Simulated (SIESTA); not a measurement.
Si under changes of volume

One of the cells (20.165 Å³/atom); the others are scaled copies at fixed shape and fractional positions:

```
Si
1.0
     0.00000    2.72185    2.72185
     2.72185    0.00000    2.72185
     2.72185    2.72185    0.00000
Si
2
Direct
  0.50000 0.50000 0.50000
  0.75000 0.75000 0.75000
```

```yaml
Program: SIESTA 5.4.2
Functional: PBE
Potentials_or_basis: PseudoDojo 0.5 standard (PBE files)
Basis: DZP (energy shift 0.002 Ry)
Grid_cutoff: 500 Ry
Energy_shift: 0.002 Ry
k_mesh: 8 × 8 × 8
Occupations: fermi-dirac, width 0.05 eV
Spin: no spin polarisation
```

| volume (Å³/atom) | energy over the lowest point (meV/atom) | pressure (GPa) | gap on the mesh (eV) |
| --- | --- | --- | --- |
| 18.955 | ? | ? | ? |
| 19.358 | 27.63 | 6.8 | 0.57 |
| 19.761 | 13.24 | 4.6 | 0.60 |
| 20.165 | 4.17 | 2.6 | 0.63 |
| 20.568 | 0.00 | 0.8 | 0.66 |
| 20.971 | 0.21 | -0.9 | 0.69 |
| 21.375 | 4.46 | -2.4 | 0.72 |

Task: What does the run at 18.955 Å³/atom give?

Result: Energy over the lowest point 47.96 meV/atom; pressure 9.4 GPa; gap on the mesh 0.53 eV.

Worked out: A Birch-Murnaghan fit of order 3 (a polynomial in V^(-2/3)) to the other rows has its minimum at 20.75 Å³/atom with B0 = V·E''(V) = 86 GPa and B' = 3.9. It gives 47.91 meV/atom at 18.955 Å³/atom, against the run's 47.96, and -dE/dV = 9.3 GPa, against 9.4. A straight line through the other rows of the gap, of slope 1.51 eV per unit of ln V, extrapolates to 0.54 eV, against the run's 0.53.

Energies are extrapolated to zero smearing.

Caveats: the basis of atomic orbitals isn't converged, which shifts pressures, moduli and gaps.

A mesh can miss the band edges.
